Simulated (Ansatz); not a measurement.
Re under changes of volume

One of the cells (14.814 Å³/atom); the others are scaled copies at fixed shape and fractional positions:

```
Re
1.0
     1.38392    0.79901    6.69861
    -1.38392    0.79901    6.69861
     0.00000   -1.59802    6.69861
Re
3
Direct
  0.77783 0.77783 0.77783
  0.22217 0.22217 0.22217
  0.00000 0.00000 0.00000
```

This isn't the form of Re at room conditions, which is hcp.

| Item | Value |
| --- | --- |
| Program | Ansatz 0.2.0 |
| Functional | PBE |
| Potentials or basis | Ansatz PAW |
| Cutoff | 420 eV (not typed: the program's choice for these potentials) |
| k mesh | 11 × 11 × 11 |
| Occupations | fermi-dirac, width 0.05 eV |
| Spin | no spin polarisation |

| volume (Å³/atom) | energy over the lowest point (meV/atom) | pressure (GPa) | largest force (eV/Å) |
| --- | --- | --- | --- |
| 13.925 | 91.46 | 30.6 | 0.021 |
| 14.222 | 44.32 | 20.7 | 0.002 |
| 14.518 | 14.48 | 11.8 | 0.020 |
| 14.814 | 0.23 | 3.8 | 0.034 |
| 15.110 | 0.00 | -3.4 | 0.044 |
| 15.407 | ? | ? | ? |
| 15.703 | 36.18 | -15.7 | 0.057 |

**Question.** What does the run at 15.407 Å³/atom give?

**Answer.** Energy over the lowest point 12.41 meV/atom; pressure -9.9 GPa; largest force 0.052 eV/Å.

Worked out: A Birch-Murnaghan fit of order 3 (a polynomial in V^(-2/3)) to the other rows has its minimum at 14.97 Å³/atom with B0 = V·E''(V) = 363 GPa and B' = 4.2 at fixed shape and positions, which overstates the stiffness. It gives 12.40 meV/atom at 15.407 Å³/atom, against the run's 12.41, and -dE/dV = -9.9 GPa, against -9.9.

Energies are extrapolated to zero smearing.
